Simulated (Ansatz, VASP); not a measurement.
# WC in VASP and in Ansatz

File INCAR:

```
PREC     = Accurate       # precision mode
ENCUT    = 520            # plane-wave cutoff, eV
EDIFF    = 1E-7           # SCF threshold, eV
ISMEAR   = 0              # smearing method
SIGMA    = 0.1            # smearing width, eV
LREAL    = Auto         
LASPH    = T              # aspherical terms in the spheres
NELM     = 100            # most SCF steps
ALGO     = Fast           # electronic algorithm
ISIF     = 2              # what is computed and relaxed
LWAVE    = F              # write WAVECAR
LCHARG   = F              # write CHGCAR
GGA      = PE             # functional
NBANDS   = 96             # bands
ISYM     = 0
```

Contents of KPOINTS:

```
Automatic mesh
0
Gamma
  3 3 3
```

File POSCAR:

```
WC
1.0
    0.0000000000     -5.0238158546     -2.8290000000
   -4.3507521540      2.5119079273     -2.8290000000
    4.3507521540      2.5119079273     -2.8290000000
W C
9 9
Direct
    0.6666666667      0.0000000000      0.3333333333
    0.3333333333      0.3333333333      0.3333333333
    0.6666666667      0.6666666667      0.6666666667
    0.6666666667      0.3333333333      0.0000000000
    0.3333333333      0.0000000000      0.6666666667
    0.0000000000      0.6666666667      0.3333333333
    0.0000000000      0.3333333333      0.6666666667
    0.3333333333      0.6666666667      0.0000000000
    0.0000000000      0.0000000000      0.0000000000
    0.3888888889      0.0555555556      0.0555555556
    0.0555555556      0.3888888889      0.0555555556
    0.3888888889      0.7222222222      0.3888888889
    0.3888888889      0.3888888889      0.7222222222
    0.0555555556      0.0555555556      0.3888888889
    0.7222222222      0.7222222222      0.0555555556
    0.7222222222      0.3888888889      0.3888888889
    0.0555555556      0.7222222222      0.7222222222
    0.7222222222      0.0555555556      0.7222222222
```

Input for Ansatz:

```yaml
crystal:
  lattice:
    - [0.0, -5.0238158546, -2.829]
    - [-4.350752154, 2.5119079273, -2.829]
    - [4.350752154, 2.5119079273, -2.829]
  atoms:
    - { symbol: W, position: [0.6666666667, 0.0, 0.3333333333] }
    - { symbol: W, position: [0.3333333333, 0.3333333333, 0.3333333333] }
    - { symbol: W, position: [0.6666666667, 0.6666666667, 0.6666666667] }
    - { symbol: W, position: [0.6666666667, 0.3333333333, 0.0] }
    - { symbol: W, position: [0.3333333333, 0.0, 0.6666666667] }
    - { symbol: W, position: [0.0, 0.6666666667, 0.3333333333] }
    - { symbol: W, position: [0.0, 0.3333333333, 0.6666666667] }
    - { symbol: W, position: [0.3333333333, 0.6666666667, 0.0] }
    - { symbol: W, position: [0.0, 0.0, 0.0] }
    - { symbol: C, position: [0.3888888889, 0.0555555556, 0.0555555556] }
    - { symbol: C, position: [0.0555555556, 0.3888888889, 0.0555555556] }
    - { symbol: C, position: [0.3888888889, 0.7222222222, 0.3888888889] }
    - { symbol: C, position: [0.3888888889, 0.3888888889, 0.7222222222] }
    - { symbol: C, position: [0.0555555556, 0.0555555556, 0.3888888889] }
    - { symbol: C, position: [0.7222222222, 0.7222222222, 0.0555555556] }
    - { symbol: C, position: [0.7222222222, 0.3888888889, 0.3888888889] }
    - { symbol: C, position: [0.0555555556, 0.7222222222, 0.7222222222] }
    - { symbol: C, position: [0.7222222222, 0.0555555556, 0.7222222222] }
  symmetry: { detect: false }
basis:
  ecutwfc: 420
kpoints:
  mp_grid: { grid: [3, 3, 3], shift: [0.0, 0.0, 0.0] }
hamiltonian:
  xc: pbe
scf:
  occupations: { method: gaussian, width: 0.1 }
output:
  forces: true
  stress: true
  eigenvalues: true
```

Alike in both runs: task single point; functional PBE; k mesh 3 × 3 × 3; occupations gaussian, width 0.1 eV; no spin polarisation.

|  | VASP | Ansatz |
| --- | --- | --- |
| version | VASP 6.6.1 | Ansatz 0.2.0 |
| potentials or method | VASP PAW PBE potentials, release 64 (W_sv, C) | scalar-relativistic, plane waves, PAW |
| plane-wave cutoff (eV) | 520 | 420 |
| valence electrons in the cell | 162 | 162 |

VASP gave:

- gap on the k mesh at the Fermi level (eV): none
- pressure (GPa): 9.3
- largest component of the traceless stress (GPa): 0.41

What did Ansatz give for the same quantities?

gap on the k mesh at the Fermi level (eV): none; pressure (GPa): 8.2; largest component of the traceless stress (GPa): 0.63.

A gap of «none» marks a metal or a gap that the smearing closes.

Caveats: the k mesh is coarse (spacing up to 0.37 Å⁻¹), so the values aren't converged. The runs have no spin-orbit coupling, so splittings on W are missing.
